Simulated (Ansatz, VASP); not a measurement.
**Two plane-wave programs on Cu**

```
CELL_PARAMETERS angstrom
-1.49029 1.49029 1.37956
1.49029 -1.49029 1.37956
1.46077 1.46077 -1.37956
ATOMIC_POSITIONS crystal
Cu 0.00000 0.00000 0.00000
```

Change from the starting cell: strain -0.0200 x Voigt [0, 0, 0, 0, 0, 1], atoms carried along.

Alike in both runs: task single point; functional PBE; k mesh 30 × 30 × 30; occupations gaussian, width 0.15 eV; no spin polarisation.

|  | VASP | Ansatz |
| --- | --- | --- |
| version | VASP 6.6.1 | Ansatz 0.2.0 |
| potentials or method | VASP PAW PBE potentials, release 64 (Cu) | scalar-relativistic, plane waves, PAW |
| plane-wave cutoff (eV) | 520 | 420 |
| valence electrons in the cell | 11 | 19 |

|  | VASP | Ansatz | Ansatz less VASP |
| --- | --- | --- | --- |
| gap on the k mesh at the Fermi level (eV) | none | none | - |
| pressure (GPa) | 0.6 | 0.0 | -0.56 |
| largest component of the traceless stress (GPa) | 2.04 | 2.05 | +0.011 |

A gap of «none» marks a metal or a gap that the smearing closes. The two sets of potentials don't hold the same shells in valence.
